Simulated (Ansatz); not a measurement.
Geometry optimisation in Ansatz: input, command and trajectory.

```yaml
crystal:
  lattice:
    - [2.0945825474, 1.3434662998, 9.9219454062]
    - [-2.0945825474, 1.3434662998, 9.9219454062]
    - [0.0, -2.2734986595, 9.8743502997]
  atoms:
    - { symbol: Bi, position: [0.3931894958, 0.3931894958, 0.4060202455] }
    - { symbol: Bi, position: [0.6068105042, 0.6068105042, 0.5939797545] }
    - { symbol: Se, position: [0.0, 0.0, 0.0] }
    - { symbol: Se, position: [0.2251240069, 0.2251240069, 0.2022617496] }
    - { symbol: Se, position: [0.7748759931, 0.7748759931, 0.7977382504] }
basis:
  ecutwfc: 420
kpoints:
  mp_grid: { grid: [6, 6, 6] }
hamiltonian:
  xc: pbe
scf:
  occupations: { method: gaussian, width: 0.02 }
output:
  forces: true
  stress: true
  eigenvalues: true
  write_density: true
  write_potential: true
  elf: true
  volumetric_format: npy
relax:
  adjacent_minimum: "off"
  f_tol: 0.008
  max_steps: 40
```

```bash
ansatz run input.yaml --threads 1 --pin off --max-ram 2560MiB --backend cpu --events-out ev --progress --plain --runs-dir out
```

Computed with DFT PBE, scalar-relativistic, plane waves, PAW in Ansatz.

Of 5 frames 4 are shown, positions in Å and forces in eV/Å; the SCF threshold varies from step to step. The mark taken_back stands on steps that the optimiser undid.

```xyz
5
Lattice="2.0946 1.3435 9.9219 -2.0946 1.3435 9.9219 0.0000 -2.2735 9.8744" Properties=species:S:1:pos:R:3:forces:R:3 pbc="T T T" step=1 free_energy_over_end_meV_per_atom=2.72
Bi    0.0000    0.1334   11.8116    0.0000    0.0275   -0.0382
Bi    0.0000    0.2800   17.9066    0.0000   -0.0275    0.0382
Se    0.0000    0.0000    0.0000    0.0000    0.0000    0.0000
Se    0.0000    0.1451    6.4645    0.0000    0.0739   -0.2174
Se    0.0000    0.2684   23.2537    0.0000   -0.0739    0.2174
5
Lattice="2.0946 1.3435 9.9219 -2.0946 1.3435 9.9219 0.0000 -2.2735 9.8744" Properties=species:S:1:pos:R:3:forces:R:3 pbc="T T T" step=2 free_energy_over_end_meV_per_atom=7.50 taken_back
Bi    0.0000    0.1064   11.9045    0.0000   -0.0253    0.0042
Bi    0.0000    0.3070   17.8137    0.0000    0.0253   -0.0042
Se    0.0000    0.0000    0.0000    0.0000    0.0000    0.0000
Se    0.0000    0.1943    6.2947    0.0000   -0.0747    0.3341
Se    0.0000    0.2192   23.4235    0.0000    0.0747   -0.3341
5
Lattice="2.0946 1.3435 9.9219 -2.0946 1.3435 9.9219 0.0000 -2.2735 9.8744" Properties=species:S:1:pos:R:3:forces:R:3 pbc="T T T" step=3 free_energy_over_end_meV_per_atom=0.16
Bi    0.0000    0.1160   11.8529    0.0000   -0.0006   -0.0099
Bi    0.0000    0.2974   17.8653    0.0000    0.0006    0.0099
Se    0.0000    0.0000    0.0000    0.0000    0.0000    0.0000
Se    0.0000    0.1748    6.3873    0.0000   -0.0107    0.0428
Se    0.0000    0.2387   23.3310    0.0000    0.0107   -0.0428
5
Lattice="2.0946 1.3435 9.9219 -2.0946 1.3435 9.9219 0.0000 -2.2735 9.8744" Properties=species:S:1:pos:R:3:forces:R:3 pbc="T T T" step=5 free_energy_over_end_meV_per_atom=0.00
Bi    0.0000    0.1189   11.8438    0.0000    0.0026   -0.0012
Bi    0.0000    0.2945   17.8744    0.0000   -0.0026    0.0012
Se    0.0000    0.0000    0.0000    0.0000    0.0000    0.0000
Se    0.0000    0.1703    6.4017    0.0000    0.0011    0.0029
Se    0.0000    0.2431   23.3165    0.0000   -0.0011   -0.0029
```

The run took 2.2 min on 1 thread of Arm Neoverse V2 (shared host), peak memory 0.63 GiB.

Spin–orbit coupling is left out, which can shift energies with elements as heavy as these. The cell holds layers, and where no dispersion correction was added their binding is poorly described.